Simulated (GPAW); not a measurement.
## The band gap of 8 crystals: PBE beside r2SCAN

Computed band gap (eV) at each level. Gaps hold for the cell as given (a database cell, not always the measured one). They are the smaller of the mesh's gap and, where one was run, the band path's. Brackets give the space group and the cell's volume in Å³ per atom. Not every cell is the stable form of its formula. Spin polarisation and spin-orbit coupling are off unless named.

- PBE: GPAW (GPAW PAW data sets (gpaw-data 1.2.1)); cutoffs 600 to 800 eV; k meshes of 108 to 1331 points
- r2SCAN: GPAW (GPAW PAW data sets (gpaw-data 1.2.1), made for PBE); cutoffs 600 to 800 eV; k meshes of 108 to 1331 points

```csv
crystal,PBE,r2SCAN
PbSe (Fm-3m; 28.67),0.24,0.53
"ZrS2 (P-3m1, 3 atoms; 23.76)",1.03,1.34
BAs (F-43m; 13.63),1.18,1.37
ZnSe (F-43m; 22.76),1.30,1.87
"SnO2 (P4_2/mnm, 6 atoms; 11.92)",1.31,2.02
"ZnS (P6_3mc, 4 atoms; 19.60)",2.24,2.82
"SiC (P6_3mc, 4 atoms; 10.34)",2.31,2.71
MgO (Fm-3m; 9.22),4.89,5.80
```

Question: How do the values move from PBE?

Answer: r2SCAN lies above PBE in 8 of 8 crystals, with a median shift of +0.49 eV (+0.19 eV for BAs to +0.91 eV for MgO); a straight line gives r2SCAN ≈ 1.13 × PBE + 0.26 eV with a scatter of 0.15 eV. The figures use the values as printed. No column holds spin-orbit coupling, which bears on the band edges of PbSe, BAs, ZnSe and lowers the gaps of lead salts by tenths of an eV. Columns can differ in task within a row, which adds scatter of its own. Where several set-ups ran one level, the entry is one near their median; a run lay far from it for MgO.
